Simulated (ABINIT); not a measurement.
Pb, 1 atom in the cell. It takes space group Fm-3m (No. 225, cubic). The conventional cell has a = 4.950 Å, b = 4.950 Å, c = 4.950 Å, α = 90.00°, β = 90.00°, γ = 90.00°. Pb (site symmetry m-3m) is surrounded by 12 Pb at 3.50 Å. 

```yaml
Program: ABINIT 10.8.3 (patched build)
Task: equation of state
Functional: LDA
Potentials_or_basis: JTH PAW LDA v2.0
Cutoff: 626 eV
k_mesh: 9 × 9 × 9
Occupations: fermi-dirac, width 0.05 eV
Spin: no spin polarisation
Fine-grid_cutoff: 1224.51 eV
```

Potentials or basis: JTH PAW LDA v2.0.

The run is started by

```sh
$ abinit run.abi > log 2>&1
```

Hardware: 1 thread of Intel(R) Xeon(R) 6975P-C (Granite Rapids), on a shared host.

Q: How long does it take, and how much memory?

A: It took 55 s on 1 thread of Intel(R) Xeon(R) 6975P-C (Granite Rapids), with other jobs on the host, peak memory 0.12 GiB. Counts: scf iterations 64, k points 35, bands 11, plane waves 1026.
